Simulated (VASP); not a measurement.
Here is a VASP 6.6.1 calculation.

File INCAR:

```
SYSTEM = Sr
ALGO = Normal
EDIFF = 1E-6
ENCUT = 520
GGA = PE
ISIF = 2
ISMEAR = 0
LASPH = .TRUE.
LCHARG = .FALSE.
LREAL = .FALSE.
LWAVE = .FALSE.
NBANDS = 17
NELM = 80
PREC = Accurate
SIGMA = 0.1
```

The input KPOINTS:

```
k-points
0
G
  6 6 6
  0 0 0
```

Contents of POSCAR:

```
Sr
1.0
   -3.7740510148      3.7740510148      2.0588144955
    3.7740510148     -3.7740510148      2.0588144955
    3.7740510148      3.7740510148     -2.0588144955
Sr
2
Direct
    0.0000000000      0.0000000000      0.0000000000
    0.7500000000      0.2500000000      0.5000000000
```

Potentials or basis: VASP PAW PBE potentials, release 64 (Sr_sv).

The run is started by

```sh
$ cat potpaw_PBE.64/Sr_sv/POTCAR > POTCAR
$ mpirun -np 1 vasp_std > vasp.out
```

What does it give for the band gap on the k mesh?

None (metal or under the smearing width).

What does it give for the pressure?

-0.4 GPa.

Stress tensor (GPa, compression positive):
```
-0.31  0.00  0.00
 0.00 -0.31  0.00
 0.00  0.00 -0.65
```
